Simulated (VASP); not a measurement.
# H (I4/mmm) in VASP: settings compared

One crystal, H, is run at these levels: PBEsol, LDA, B3LYP+D3(BJ), HSEsol; tasks: relaxation of cell and atoms, single point, relaxation of the atoms.

Everything below comes from runs of VASP 6.6.1. Logs are shortened: lines on timing, memory, paths and dates and some standing lists are left out, and cuts for length are marked.

### Step 1. Starting point

It takes space group I4/mmm (No. 139, tetragonal). Conventional cell: a = 3.383 Å, b = 3.383 Å, c = 4.117 Å, α = 90.00°, β = 90.00°, γ = 90.00°. H (site symmetry 4mm) is surrounded by 1 H at 0.74 Å.

### Step 2. Relaxation of cell and atoms, PBEsol (atoms moved at random, drawn with an rms of 0.15 Å)

The input, run.py:

```python
from ase.calculators.vasp import Vasp
from ase.io import read

atoms = read('H.cif')
calc = Vasp(
    directory='calc',
    xc='pbesol',
    pp='PBE',
    setups='recommended',
    prec='Accurate',
    encut=600,
    ediff=1e-06,
    ismear=0,
    sigma=0.1,
    lreal=False,
    lasph=True,
    nelm=80,
    algo='Normal',
    isif=3,
    lwave=False,
    lcharg=False,
    ibrion=2,
    nsw=60,
    ediffg=-0.01,
    kpts=[10, 10, 11],
    gamma=True,
)
atoms.calc = calc

print('energy (eV):', atoms.get_potential_energy())
print('free energy (eV):', atoms.get_potential_energy(force_consistent=True))
print('forces (eV/A):')
print(atoms.get_forces())
print('stress (eV/A^3, Voigt):', atoms.get_stress())
print('Fermi level (eV):', calc.get_fermi_level())
print('cell (A, degrees):', atoms.cell.cellpar())
print('volume (A^3):', atoms.get_volume())
print('scaled positions:')
print(atoms.get_scaled_positions())
```

The input, H.cif:

```cif
data_H
_cell_length_a 3.15592980
_cell_length_b 3.15592980
_cell_length_c 3.15592980
_cell_angle_alpha 115.17837944
_cell_angle_beta 115.17837944
_cell_angle_gamma 98.57618481
_space_group_name_H-M_alt 'P1'
_space_group_name_Hall 'P 1'
_space_group_IT_number 1
loop_
_space_group_symop_operation_xyz
'x,y,z'
loop_
_atom_site_label
_atom_site_type_symbol
_atom_site_symmetry_multiplicity
_atom_site_Wyckoff_symbol
_atom_site_fract_x
_atom_site_fract_y
_atom_site_fract_z
_atom_site_occupancy
H1 H 1 a 0.0408070000 0.1163320000 -0.0028280000 1
H2 H 1 a 0.8913900000 0.9295170000 -0.0377410000 1
```

Potentials or basis: VASP PAW PBE potentials, release 64 (H).

Started as:

```bash
$ python run.py
```

What it wrote:

```text
energy (eV): -6.52707668
free energy (eV): -6.52707668
forces (eV/A):
[[ 0.00831204  0.0030539  -0.00401125]
 [-0.00831204 -0.0030539   0.00401125]]
stress (eV/A^3, Voigt): [-5.86933593e-04 -2.68456507e-04 -2.15809740e-04  1.96023157e-04
  5.02813728e-05 -2.30803486e-04]
Fermi level (eV): -7.47141211
cell (A, degrees): [  3.17186498   3.18019709   3.17206993 115.57398677 115.48452112
  97.85649991]
volume (A^3): 23.924452612084174
scaled positions:
[[5.46490996e-02 1.33230112e-01 2.55831061e-05]
 [8.77547900e-01 9.12618888e-01 9.59405417e-01]]
```

OUTCAR:

```text
ENCUT = 600.000000
   EDIFF = 1.00e-06
   EDIFFG = -1.00e-02
   GGA = PS
   PREC = Accurate
   IBRION = 2
   ISIF = 3
   ISMEAR = 0
   NELM = 80
   NSW = 60
   LASPH = .TRUE.
   LREAL = .FALSE.

 ion  position               nearest neighbor table
   1  0.041  0.116  0.997-   2 0.63
   2  0.891  0.930  0.962-   1 0.63

  LATTYP: Found a body centered tetragonal cell.
 ALAT       =     3.3830689413
 C/A-ratio  =     1.2169270131

  Lattice vectors:

 A1 = (   3.1559298000,   0.0000000000,   0.0000000000)
 A2 = (  -0.4706259817,   3.1206416148,   0.0000000000)
 A3 = (  -1.3426519094,  -1.5603208076,   2.3921909895)

Analysis of symmetry for initial positions (statically):
=====================================================================
 Subroutine PRICEL returns:
 Original cell was already a primitive cell.

 Routine SETGRP: Setting up the symmetry group for a
 body centered tetragonal supercell.

 Subroutine GETGRP returns: Found  2 space group operations
 (whereof  1 operations were pure point group operations)
 out of a pool of 16 trial point group operations.

The static configuration has the point symmetry C_1 .
 The point group associated with its full space group is S_2 .

Analysis of symmetry for dynamics (positions and initial velocities):
=====================================================================
 Subroutine PRICEL returns:
 Original cell was already a primitive cell.

 Routine SETGRP: Setting up the symmetry group for a
 body centered tetragonal supercell.
[... 182 lines left out ...]

  FORCE on cell =-STRESS in cart. coord.  units (eV):
  Direction    XX          YY          ZZ          XY          YZ          ZX
  --------------------------------------------------------------------------------------
  -------------------------------------------------------------------------------------
  Total        1.1884814      2.9015428      0.0825808      1.8445554      0.4541869      0.2906595
  in kB       80.8231706    197.3206230      5.6159445    125.4397542     30.8871712     19.7664231
  external PRESSURE =      94.5865794 kB  Pullay stress =       0.0000000 kB
[... 89 lines left out ...]
  FREE ENERGIE OF THE ION-ELECTRON SYSTEM (eV)
  ---------------------------------------------------
  free  energy   TOTEN  =        -5.5353735131 eV

  energy  without entropy=       -5.5353735131  energy(sigma->0) =       -5.53537351

[... ionic steps 4 to 8 ...]

--------------------------------------- Ionic step        9  -------------------------------------------

 number of electron       2.0000000 magnetization

------------------------ aborting loop because EDIFF is reached ----------------------------------------
[... 67 lines left out ...]
--------------------------------------- Ionic step       11  -------------------------------------------

 number of electron       2.0000000 magnetization

 Free energy of the ion-electron system (eV)
  ---------------------------------------------------
  ext. energy  EPLUGINS =         0.00000000
  ---------------------------------------------------
  free energy    TOTEN  =        -6.52707668 eV

  energy without entropy =       -6.52707668  energy(sigma->0) =       -6.52707668

 E-fermi :  -7.4714     XC(G=0):  -5.3767

 val. band max:       -7.9496356647   @ k =   0.5000   0.5000   0.4545
 cond. band min:       0.2955629563   @ k =   0.0000   0.5000   0.0000
 fundamental gap:      8.2451986210
 Fermi energy:        -7.4714121091

 k-point     1 :       0.0000    0.0000    0.0000
  band No.  band energies     occupation
      1     -10.3450      2.00000
      2       5.4442      0.00000
      3       8.7439      0.00000
      4      15.1265      0.00000
      5      15.1590      0.00000
[... 177 lines left out ...]
 k-point    24 :      -0.3000    0.2000   -0.0000
  band No.  band energies     occupation
      1      -9.4756      2.00000
      2       3.6342      0.00000
      3       6.7450      0.00000
      4      11.1273      0.00000
      5      12.2158      0.00000

 [... further k-points ...]

------------------------ aborting loop because EDIFF is reached ----------------------------------------

  FORCE on cell =-STRESS in cart. coord.  units (eV):
  Direction    XX          YY          ZZ          XY          YZ          ZX
  --------------------------------------------------------------------------------------
  -------------------------------------------------------------------------------------
  Total        0.0140421      0.0064227      0.0051631      0.0055218     -0.0046898     -0.0012030
  in kB        0.9403713      0.4301147      0.3457653      0.3697851     -0.3140651     -0.0805596
  external PRESSURE =       0.5720838 kB  Pullay stress =       0.0000000 kB
[... 17 lines left out ...]
  FREE ENERGIE OF THE ION-ELECTRON SYSTEM (eV)
  ---------------------------------------------------
  free  energy   TOTEN  =        -6.5270766831 eV

  energy  without entropy=       -6.5270766831  energy(sigma->0) =       -6.52707668

 reached required accuracy - stopping structural energy minimisation
```

INCAR:

```text
ENCUT = 600.000000
SIGMA = 0.100000
EDIFF = 1.00e-06
EDIFFG = -1.00e-02
ALGO = Normal
GGA = PS
PREC = Accurate
IBRION = 2
ISIF = 3
ISMEAR = 0
NELM = 80
NSW = 60
LASPH = .TRUE.
LCHARG = .FALSE.
LWAVE = .FALSE.
LREAL = .FALSE.
```

Run time: 9.4 min. Hardware: 1 thread of AMD EPYC 7R43 (Zen 3), shared host; peak memory 0.17 GiB.

What came out:

```
Free energy                            : -6.5271 eV
Relaxed volume                         : 11.96 Å³/atom
Relaxed cell                           : a = 3.172 Å, b = 3.180 Å, c = 3.172 Å, α = 115.57°, β = 115.48°, γ = 97.86°
Space group after relaxing (to 0.05 Å) : C2/m (No. 12)
Energy gained by relaxing              : 179.0 meV/atom
Ionic steps                            : 11
Pressure after relaxing                : 0.1 GPa
Largest force after relaxing           : 0.010 eV/Å
Band gap on the k mesh                 : 8.25 eV, indirect (least direct gap 8.99 eV)
```

Forces on the atoms (eV/Å):
```
H    0.008  0.003 -0.004
H   -0.008 -0.003  0.004
```

The path:
| step | energy change (eV) | largest force (eV/Å) | pressure (GPa) | volume (Å³) |
| --- | --- | --- | --- | --- |
| 1 | 0.0000 | 6.5440 | 9.46 | 23.56 |
| 2 | 1.8999 | 3.9587 | -12.69 | 25.93 |
| 3 | 0.6337 | 4.3103 | -10.42 | 24.97 |
| 4 | -0.0611 | 3.2334 | -6.53 | 24.39 |
| 5 | -0.3415 | 0.9731 | -1.67 | 23.97 |
| 6 | -0.3572 | 0.2332 | 0.45 | 23.84 |
| 7 | -0.3580 | 0.0265 | 0.02 | 23.87 |
| 8 | -0.3579 | 0.0359 | 0.12 | 23.86 |
| 9 | -0.3580 | 0.0335 | 0.12 | 23.88 |
| 10 | -0.3580 | 0.0272 | 0.12 | 23.92 |
| 11 | -0.3580 | 0.0097 | 0.06 | 23.92 |

Final structure:
```xyz
2
Lattice="3.1718 0.0193 0.0025 -0.4539 3.1476 0.0026 -1.3571 -1.5812 2.3917" Properties=species:S:1:pos:R:3 pbc="T T T"
H     0.1128    0.4204    0.0005
H     1.0672    1.3726    2.2992
```

Caveat: the PAW data sets were made with another functional, which shifts forces and pressure a little; an odd mesh through Γ misses points on the zone boundary, where band edges often lie.

### Step 3. Single point, LDA

The input, INCAR:

```
PREC = Accurate ; ENCUT = 520
EDIFF = 1E-6 ; ISMEAR = 0
SIGMA = 0.02 ; LREAL = F
LASPH = T ; NELM = 80
ALGO = Fast ; ISIF = 2
LWAVE = F ; LCHARG = F
NBANDS = 8
```

The input, KPOINTS:

```
regular mesh
0
Gamma
  11 11 11
```

The input, POSCAR:

```
H
1.0
   -1.6915344700      1.6915344700      2.0584739900
    1.6915344700     -1.6915344700      2.0584739900
    1.6915344700      1.6915344700     -2.0584739900
H
2
Direct
    0.0901377100      0.0901377100      0.0000000000
    0.9098622900      0.9098622900      0.0000000000
```

Potentials or basis: VASP PAW LDA potentials, release 54 (H).

Started as:

```bash
$ cat potpaw_LDA.54/H/POTCAR > POTCAR
$ mpirun -np 1 vasp_std > vasp.out
```

OUTCAR:

```text
PREC = Accurate
   ENCUT = 520
   EDIFF = 1E-6
   ISMEAR = 0
   LREAL = F
   LASPH = T
   NELM = 80
   ISIF = 2

 ion  position               nearest neighbor table
   1  0.090  0.090  0.000-   2 0.74
   2  0.910  0.910  0.000-   1 0.74

  LATTYP: Found a body centered tetragonal cell.
 ALAT       =     3.3830689400
 C/A-ratio  =     1.2169270130

  Lattice vectors:

 A1 = (  -1.6915344700,   1.6915344700,   2.0584739900)
 A2 = (   1.6915344700,  -1.6915344700,   2.0584739900)
 A3 = (   1.6915344700,   1.6915344700,  -2.0584739900)

Analysis of symmetry for initial positions (statically):
=====================================================================
 Subroutine PRICEL returns:
 Original cell was already a primitive cell.

 Routine SETGRP: Setting up the symmetry group for a
 body centered tetragonal supercell.

 Subroutine GETGRP returns: Found 16 space group operations
 (whereof 16 operations were pure point group operations)
 out of a pool of 16 trial point group operations.

The static configuration has the point symmetry D_4h.

Analysis of symmetry for dynamics (positions and initial velocities):
=====================================================================
 Subroutine PRICEL returns:
 Original cell was already a primitive cell.

 Routine SETGRP: Setting up the symmetry group for a
 body centered tetragonal supercell.

 Subroutine GETGRP returns: Found 16 space group operations
 (whereof 16 operations were pure point group operations)
 out of a pool of 16 trial point group operations.

The dynamic configuration has the point symmetry D_4h.

 Subroutine INISYM returns: Found 16 space group operations
 (whereof 16 operations are pure point group operations),
 and found     1 'primitive' translations

----------------------------------------------------------------------------------------

                                     Primitive cell

  volume of cell :      23.5596

  direct lattice vectors                    reciprocal lattice vectors
    -1.691534470  1.691534470  2.058473990     0.000000000  0.295589602  0.242898381
     1.691534470 -1.691534470  2.058473990     0.295589602  0.000000000  0.242898381
     1.691534470  1.691534470 -2.058473990     0.295589602  0.295589602  0.000000000

  length of vectors
     3.155929799  3.155929799  3.155929799     0.382587031  0.382587031  0.418026823

  position of ions in fractional coordinates (direct lattice)
     0.090137710  0.090137710  0.000000000
     0.909862290  0.909862290  0.000000000

  ion indices of the primitive-cell ions
   primitive index   ion index
                 1           1
                 2           2

----------------------------------------------------------------------------------------

 KPOINTS: regular mesh

Automatic generation of k-mesh.
 Grid dimensions read from file:
 generate k-points for:   11   11   11

 Generating k-lattice:

  Cartesian coordinates                     Fractional coordinates (reciprocal lattice)
     0.000000000  0.026871782  0.022081671     0.090909091  0.000000000  0.000000000
     0.026871782  0.000000000  0.022081671     0.000000000  0.090909091  0.000000000
     0.026871782  0.026871782  0.000000000     0.000000000  0.000000000  0.090909091

  Length of vectors
     0.034780639  0.034780639  0.038002438

  Shift w.r.t. Gamma in fractional coordinates (k-lattice)
     0.000000000  0.000000000  0.000000000

 Subroutine IBZKPT returns following result:
 ===========================================

 Found    126 irreducible k-points:

 Following reciprocal coordinates:
            Coordinates               Weight
  0.000000  0.000000  0.000000      1.000000
  0.090909  0.000000 -0.000000      8.000000
  0.181818  0.000000  0.000000      8.000000
  0.272727  0.000000  0.000000      8.000000
  0.363636 -0.000000  0.000000      8.000000
  0.454545  0.000000 -0.000000      8.000000
[... 16 lines left out ...]
 -0.272727  0.181818 -0.000000     16.000000
 -0.181818  0.181818  0.000000      4.000000
 [... further k-points ...]
   k-points           NKPTS =    126   k-points in BZ     NKDIM =    126   number of bands    NBANDS=      8
   number of dos      NEDOS =    301   number of ions     NIONS =      2
   total plane-waves  NPLWV =  13824
   dimension x,y,z NGX =    24 NGY =   24 NGZ =   24
   dimension x,y,z NGXF=    48 NGYF=   48 NGZF=   48
   ions per type =               2
   NGX,Y,Z   is equivalent  to a cutoff of  12.64, 12.64, 12.64 a.u.
   NGXF,Y,Z  is equivalent  to a cutoff of  25.29, 25.29, 25.29 a.u.
 SYSTEM =  unknown system
   PREC   = accura    normal or accurate (medium, high low for compatibility)
   ISTART =      0    job   : 0-new  1-cont  2-samecut
   ICHARG =      2    charge: 1-file 2-atom 10-const
   ISPIN  =      1    spin polarized calculation?
   LNONCOLLINEAR =      F non collinear calculations
   LSORBIT =      F    spin-orbit coupling
   LASPH  =      T    aspherical Exc in radial PAW
   ENCUT  =  520.0 eV  38.22 Ry    6.18 a.u.   5.87  5.87  5.87*2*pi/ulx,y,z
   NELM   =     80;   NELMIN=  2; NELMDL= -5     # of ELM steps
   EDIFF  = 0.1E-05   stopping-criterion for ELM
   LREAL  =      F    real-space projection
   EDIFFG = 0.1E-04   stopping-criterion for IOM
   NSW    =      0    number of steps for IOM
   IBRION =     -1    ionic relax: 0-MD 1-quasi-New 2-CG
   NFREE  =      0    steps in history (QN), initial steepest desc. (CG)
   ISIF   =      2    stress and relaxation
   ISYM   =      2    0-nonsym 1-usesym 2-fastsym
   POTIM  = 0.5000    time-step for ionic-motion
   TEBEG  =    0.0;   TEEND  =   0.0 temperature during run
   PSTRESS=    0.0 pullay stress
   NELECT =       2.0000    total number of electrons
   NUPDOWN=      -1.0000    fix difference up-down
   EMIN   =  10.00;   EMAX   =-10.00  energy-range for DOS
   EFERMI =   0.00;   METHOD = LEGACY
   ISMEAR =     0;   SIGMA  =   0.02  broadening in eV -4-tet -1-fermi 0-gaus
   EFERMI_NEDOS =   21; number of points for ismear=-14 and -15
   IALGO  =     68    algorithm
   IMIX   =      4    mixing-type and parameters
     AMIX     =   0.40;   BMIX     =  1.00
     AMIX_MAG =   1.60;   BMIX_MAG =  1.00
  volume/ion in A,a.u.               =      11.78        79.49
  Fermi-wavevector in a.u.,A,eV,Ry     =   0.719497  1.359653  7.043413  0.517676
  Thomas-Fermi vector in A             =   1.808708
   LORBIT       =      0    0 simple, 1 ext, 2 COOP (PROOUT), +10 PAW based schemes
   GGA     = CA    functional components
   LHFCALC =     F    Hartree Fock is set to
   AEXX    =    0.0000 exact exchange contribution
   IVDW    =     0    specifies the selected vdW correction
   LEPSILON=     F    determine dielectric tensor
   LRPA    =     F    only Hartree local field effects (RPA)
 non-spin polarized calculation
 RMM-DIIS sequential band-by-band and
 Gauss-broadening in eV      SIGMA  =   0.02
  energy-cutoff  :      520.00
  volume of cell :       23.56
 maximum number of plane-waves:       646
   NGX = 11   NGY = 11   NGZ = 11

 number of electron       2.0000000 magnetization

 Free energy of the ion-electron system (eV)
  ---------------------------------------------------
  ext. energy  EPLUGINS =         0.00000000
  ---------------------------------------------------
  free energy    TOTEN  =        -6.76579874 eV

  energy without entropy =       -6.76579874  energy(sigma->0) =       -6.76579874

 E-fermi :  -7.9741     XC(G=0):  -5.9057

 val. band max:       -8.0560091306   @ k =  -0.4545   0.4545   0.4545
 cond. band min:       0.3617286828   @ k =   0.4545   0.0000  -0.0000
 fundamental gap:      8.4177378133
 Fermi energy:        -7.9740757206

 k-point     1 :       0.0000    0.0000    0.0000
  band No.  band energies     occupation
      1     -10.6012      2.00000
      2       5.0439      0.00000
      3       8.9168      0.00000
      4      15.0662      0.00000
      5      15.0662      0.00000
      6      16.8985      0.00000
      7      16.8985      0.00000
      8      18.3231      0.00000
[... 243 lines left out ...]
 k-point    24 :      -0.1818    0.1818    0.0000
  band No.  band energies     occupation
      1     -10.1267      2.00000
      2       4.0324      0.00000
      3       7.6333      0.00000
      4      12.7864      0.00000
      5      13.3483      0.00000
      6      13.7675      0.00000
      7      17.2472      0.00000
      8      19.6354      0.00000

 [... further k-points ...]

------------------------ aborting loop because EDIFF is reached ----------------------------------------

  FORCE on cell =-STRESS in cart. coord.  units (eV):
  Direction    XX          YY          ZZ          XY          YZ          ZX
  --------------------------------------------------------------------------------------
  -------------------------------------------------------------------------------------
  Total       -0.1324317     -0.1324317      0.5910777      0.0000000      0.0000000      0.0000000
  in kB       -9.0060711     -9.0060711     40.1964877      0.0000000      0.0000000      0.0000000
  external PRESSURE =       7.3947818 kB  Pullay stress =       0.0000000 kB

 VOLUME and BASIS-vectors are now :
 -----------------------------------------------------------------------------
  energy-cutoff  :      520.00
  volume of cell :       23.56
      direct lattice vectors                 reciprocal lattice vectors
    -1.691534470  1.691534470  2.058473990     0.000000000  0.295589602  0.242898381
     1.691534470 -1.691534470  2.058473990     0.295589602  0.000000000  0.242898381
     1.691534470  1.691534470 -2.058473990     0.295589602  0.295589602  0.000000000

 POSITION                                       TOTAL-FORCE (eV/Angst)
 -----------------------------------------------------------------------------------
      0.00000      0.00000      0.37109        -0.000000     -0.000000      0.969291
      0.00000      0.00000      3.74586         0.000000      0.000000     -0.969291
 -----------------------------------------------------------------------------------
    total drift:                               -0.000000      0.000000      0.000000

  FREE ENERGIE OF THE ION-ELECTRON SYSTEM (eV)
  ---------------------------------------------------
  free  energy   TOTEN  =        -6.7657987353 eV

  energy  without entropy=       -6.7657987353  energy(sigma->0) =       -6.76579874
```

Wall time 5 s (1 thread of Intel Xeon 6975P-C (Granite Rapids), shared host); peak memory 0.13 GiB.

What came out:

```yaml
Free_energy: -6.7658 eV
Pressure: 0.7 GPa
Largest_force: 0.969 eV/Å
Band_gap_on_the_k_mesh: 8.42 eV, indirect (least direct gap 9.27 eV)
```

Forces in eV/Å, atoms in the order of the input:
```
H    0.000  0.000  0.969
H    0.000  0.000 -0.969
```

Caveat: an odd mesh through Γ misses points on the zone boundary, where band edges often lie.

(Continued in part 2 of 3.)
